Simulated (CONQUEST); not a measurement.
# Br (Cmce) in CONQUEST: reference runs

Reference runs on Br: the cell as given and a disturbed copy.

Everything below comes from runs of CONQUEST 1.3. Logs are shortened: lines on timing, memory, paths and dates and some standing lists are left out, and cuts for length are marked.

## 1. The crystal as given

The structure is orthorhombic, space group Cmce (No. 64). Conventional cell: a = 6.726 Å, b = 4.645 Å, c = 8.702 Å, α = 90.00°, β = 90.00°, γ = 90.00°. Br (site symmetry m) has 1 Br at 2.29 Å as nearest neighbours.

## 2. Single point, PBEsol

Conquest_input

```
IO.Title Br
IO.Coordinates coords.dat
IO.FractionalAtomicCoords T
IO.Iprint 2
IO.Iprint_init 1
General.NumberOfSpecies 1
General.PseudopotentialType hamann
AtomMove.TypeOfRun static
AtomMove.FullStress T
Grid.GridCutoff 120
DM.SolutionMethod diagon
Diag.MPMesh T
Diag.GammaCentred T
Diag.MPMeshX 6
Diag.MPMeshY 4
Diag.MPMeshZ 3
Diag.kT 0.00183747
minE.SCTolerance 1e-6
SC.MaxIters 100
IO.AtomChargeOutput T
IO.DumpChargeDensity T
IO.DumpESPot T
%block ChemicalSpeciesLabel
1 79.900 Br
%endblock
```

coords.dat

```
    8.7779668215     0.0000000000     0.0000000000
    0.0000000000    12.7112427773     0.0000000000
    0.0000000000     0.0000000000    16.4449636543
8
  0.3651000000   0.0000000000   0.3901000000 1 T T T
  0.8651000000   0.5000000000   0.3901000000 1 T T T
  0.1349000000   0.0000000000   0.8901000000 1 T T T
  0.6349000000   0.5000000000   0.8901000000 1 T T T
  0.1349000000   0.5000000000   0.6099000000 1 T T T
  0.6349000000   0.0000000000   0.6099000000 1 T T T
  0.3651000000   0.5000000000   0.1099000000 1 T T T
  0.8651000000   0.0000000000   0.1099000000 1 T T T
```

Potentials or basis: PseudoDojo NC PBEsol, DZP, grid cutoff 120 Ha.

On the command line:

```sh
OMP_NUM_THREADS=1 Conquest
```

The log of the run:

```text
Simulation cell dimensions:     8.7780 a0 x    12.7112 a0 x    16.4450 a0

      Atomic coordinates (a0)
         Atom         X         Y         Z  Species
            1    3.2048    0.0000    6.4152        1
            2    7.5938    6.3556    6.4152        1
            3    1.1841    0.0000   14.6377        1
            4    5.5731    6.3556   14.6377        1
            5    1.1841    6.3556   10.0298        1
            6    5.5731    0.0000   10.0298        1
            7    3.2048    6.3556    1.8073        1
            8    7.5938    0.0000    1.8073        1

         Monkhorst-Pack mesh:   6 x   4 x   3 gamma-centred
        This calculation includes non-local pseudopotentials,
         with a maximum core radius of      5.89627206

    Job title: Br
    Job to be run: static calculation

[... 5 lines left out ...]
      Using Fermi-Dirac smearing

    Integration grid size:     48 x   64 x   96

    Integration grid spacing:  0.183 a0 x 0.199 a0 x 0.171 a0

    Number of species:  1
    --------------------------------------------------------
    |   #  mass (au)  Charge (e)  SF Rad (a0)  NSF  Label  |
    --------------------------------------------------------
    |   1     79.900       7.000        6.157   13  Br     |
    --------------------------------------------------------
          SCF tolerance:                 0.00000100
          SCF iterations:               100

    LibXC version:  6. 2. 2
    Using the GGA functional Perdew, Burke & Ernzerhof SOL
    Using the GGA functional Perdew, Burke & Ernzerhof SOL

           radial cut-off to be used is taken to be max PAO cut-off radius for this species:    5.896272

           greatest ang. mom. for making density from PAOs:  2
    Minimum blocs/proc is     4608. Maximum blocs/proc is     4608
    set_atom_dens: In set_atomic_density, electrons :      56.000000000000
 matrix_size & matrix_size_padH =          104         104

    Screened ion int: energy:     -90.269280457853 Ha

    new_SC_potl: Starting.  Tolerance:  0.10000E-05

    PulayMixSC: Starting Pulay mixing, A_up =  0.500 A_dn =  0.500
    PulayMixSC: Spin non-polarised calculation.
          Harris-Foulkes Energy            :      -125.686085129043235 Ha
          (TS=0 as O(N) or entropic contribution is negligible)
          DFT Total Energy                 :      -125.602940256976325 Ha
          Total number of electrons        :        55.999999999996504
    PulayMixSC: Pulay iteration     1 residual:              0.30391E-02
          Harris-Foulkes Energy            :      -125.630391486791609 Ha
          (TS=0 as O(N) or entropic contribution is negligible)
          DFT Total Energy                 :      -125.618639686165835 Ha
          Total number of electrons        :        56.000043887065942
    PulayMixSC: Pulay iteration     2 residual:              0.12776E-02
          Harris-Foulkes Energy            :      -125.620534650510294 Ha
          (TS=0 as O(N) or entropic contribution is negligible)
          DFT Total Energy                 :      -125.620352841741465 Ha
          Total number of electrons        :        56.000078427150733
    PulayMixSC: Pulay iteration     3 residual:              0.13626E-03
          Harris-Foulkes Energy            :      -125.620436294707218 Ha
          (TS=0 as O(N) or entropic contribution is negligible)
          DFT Total Energy                 :      -125.620432875434517 Ha
          Total number of electrons        :        56.000083611614691
    PulayMixSC: Pulay iteration     4 residual:              0.34635E-04
          Harris-Foulkes Energy            :      -125.620434400338979 Ha
          (TS=0 as O(N) or entropic contribution is negligible)
          DFT Total Energy                 :      -125.620434472866378 Ha
          Total number of electrons        :        56.000085741205837
    PulayMixSC: Pulay iteration     5 residual:              0.10246E-04
          Harris-Foulkes Energy            :      -125.620434521202938 Ha
          (TS=0 as O(N) or entropic contribution is negligible)
          DFT Total Energy                 :      -125.620434517643602 Ha
          Total number of electrons        :        56.000086665159657
    PulayMixSC: Pulay iteration     6 residual:              0.13229E-05
          Harris-Foulkes Energy            :      -125.620434520411322 Ha
          (TS=0 as O(N) or entropic contribution is negligible)
          DFT Total Energy                 :      -125.620434520278906 Ha
          Total number of electrons        :        56.000086769341245
    PulayMixSC: Pulay iteration     7 residual:              0.32230E-06
    PulayMixSC: Reached SCF tolerance of  0.32230E-06 after      7 iterations
      | Number of electrons      =        56.000087
      |* band energy as 2Tr[K.H] =       -24.169691727863039 Ha
      |  screened ion-ion energy =       -90.269280457852872 Ha
      |  Ha correction           =         0.805563965258089 Ha
      |  XC correction           =       -11.987030240059401 Ha
      |* Harris-Foulkes energy   =      -125.620434520411322 Ha
      |* DFT total energy        =      -125.620434520278906 Ha
      |  estimated accuracy      =        -0.000000000132417 Ha

    force: Forces on atoms (Ha/a0)
    force:  Atom   X              Y              Z
    force:     1  -0.0123916745   0.0000000000  -0.0223786293
    force:     2  -0.0123916745  -0.0000000000  -0.0223786293
    force:     3   0.0123916745  -0.0000000000  -0.0223786293
    force:     4   0.0123916745  -0.0000000000  -0.0223786293
    force:     5   0.0123916745  -0.0000000000   0.0223786293
    force:     6   0.0123916745  -0.0000000000   0.0223786293
    force:     7  -0.0123916745  -0.0000000000   0.0223786293
    force:     8  -0.0123916745   0.0000000000   0.0223786293

    force: Maximum force :        0.02237863(Ha/a0) on atom         3 in z direction
    force: Force Residual:        0.02558040 Ha/a0
    force: Total stress:          0.47133436     0.00000000     0.00000000 GPa
                            -0.00000000     0.92604103     0.00000000
                             0.00000000     0.00000000    -2.04051368
    force: Average pressure:      0.21437943 GPa

    force: Finished force
    get_E_and_F: Change in energy during last step of electronic optimisation:  0.79162E-09

    BIBLIOGRAPHY: Please consider citing the following references in the conquest.bib file

    CONQUEST:         Bowler2002pt, Miyazaki2004, Nakata2020
    Basis:            Bowler2019
    DM:               Bowler:2006xr
    Pseudopotentials: Hamann2013, Bowler2019
    XC references from LibXC:
```

Run time: 29 s. Hardware: 1 thread of Intel Xeon Platinum 8488C (Sapphire Rapids), shared host; peak memory 0.68 GiB.

Results:

```yaml
Free_energy: -3418.3062 eV
Pressure: 0.2 GPa
Largest_force: 1.315 eV/Å
Band_gap_on_the_k_mesh: 1.77 eV
```

Forces in eV/Å, atoms in the order of the input:
```
Br  -0.637  0.000 -1.151
Br  -0.637  0.000 -1.151
Br   0.637  0.000 -1.151
Br   0.637  0.000 -1.151
Br   0.637  0.000  1.151
Br   0.637  0.000  1.151
Br  -0.637  0.000  1.151
Br  -0.637  0.000  1.151
```

Levels at points of the mesh, in eV from the valence-band top:
| k point | band 26 | band 27 | band 28 | band 29 | band 30 | band 31 |
| --- | --- | --- | --- | --- | --- | --- |
| (0.00, 0.00, 0.00) | -0.06 | -0.03 | 0.00 | 1.77 | 1.78 | 2.13 |
| (0.00, 0.50, 0.00) | -0.39 | -0.04 | -0.04 | 1.81 | 1.81 | 2.28 |
| (0.50, 0.00, 0.00) | -0.54 | -0.03 | -0.03 | 2.35 | 2.35 | 2.41 |
| (0.50, 0.50, 0.00) | -0.25 | -0.25 | -0.25 | 2.39 | 2.39 | 2.39 |

Caveat: the box holds several primitive cells, so bands are folded and the points are those of the box's own zone; an odd mesh through Γ misses points on the zone boundary, where band edges often lie; this functional lacks dispersion, which binds the layers, so the pressure and a relaxed spacing across them are unreliable; the basis of atomic orbitals isn't converged, which shifts pressures, moduli and gaps; forces of over 1 eV/Å show positions far from the minimum, so gaps and moduli don't describe the material at rest.

## 3. Single point, PBEsol (atoms moved at random, drawn with an rms of 0.05 Å)

Edit Conquest_input of step 2 so:

```diff
@@ -20,4 +20,2 @@
 IO.AtomChargeOutput T
-IO.DumpChargeDensity T
-IO.DumpESPot T
 %block ChemicalSpeciesLabel
```

coords.dat

```
    8.7779668215     0.0000000000     0.0000000000
    0.0000000000    12.7112427773     0.0000000000
    0.0000000000     0.0000000000    16.4449636543
8
  0.3587680000   0.0033340000   0.3855480000 1 T T T
  0.8587680000   0.5033340000   0.3855480000 1 T T T
  0.1364030000   0.0018880000   0.8867080000 1 T T T
  0.6364030000   0.5018880000   0.8867080000 1 T T T
  0.1362420000   0.4903740000   0.6135070000 1 T T T
  0.6362420000   0.9903740000   0.6135070000 1 T T T
  0.3662490000   0.4960210000   0.1018520000 1 T T T
  0.8662490000   0.9960210000   0.1018520000 1 T T T
```

Potentials or basis: PseudoDojo NC PBEsol, DZP, grid cutoff 120 Ha.

On the command line:

```sh
OMP_NUM_THREADS=1 Conquest
```

Wall time 31 s (1 thread of Intel Xeon Platinum 8488C (Sapphire Rapids), shared host); peak memory 0.68 GiB.

The run converged. Its results:

- Free energy: -3418.3159 eV
- Pressure: -0.3 GPa
- Largest force: 1.882 eV/Å
- Band gap on the k mesh: 1.57 eV

Forces on the atoms (eV/Å):
```
Br  -0.108 -0.044 -0.312
Br  -0.108 -0.044 -0.312
Br   0.926 -0.017 -1.613
Br   0.926 -0.017 -1.613
Br   0.108  0.059  0.278
Br   0.108  0.059  0.278
Br  -0.916  0.007  1.644
Br  -0.916  0.007  1.644
```

Stress tensor (GPa, compression positive):
```
-0.95  0.04 -1.96
 0.04 -0.91 -0.07
-1.96 -0.07  0.97
```

Levels at points of the mesh, in eV from the valence-band top:
```
           k point  band 25  band 26  band 27  band 28  band 29  band 30  band 31  band 32
(0.00, 0.00, 0.00)    -0.39    -0.09     0.00     0.00     1.58     1.63     2.14     2.41
(0.00, 0.50, 0.00)    -0.40    -0.40    -0.04    -0.04     1.64     1.64     2.28     2.28
(0.50, 0.00, 0.00)    -0.55    -0.55    -0.02    -0.02     2.09     2.09     2.51     2.51
(0.50, 0.50, 0.00)    -0.34    -0.28    -0.26    -0.15     2.09     2.11     2.51     2.52
```

Caveat: the box holds several primitive cells, so bands are folded and the points are those of the box's own zone; an odd mesh through Γ misses points on the zone boundary, where band edges often lie; the basis of atomic orbitals isn't converged, which shifts pressures, moduli and gaps.
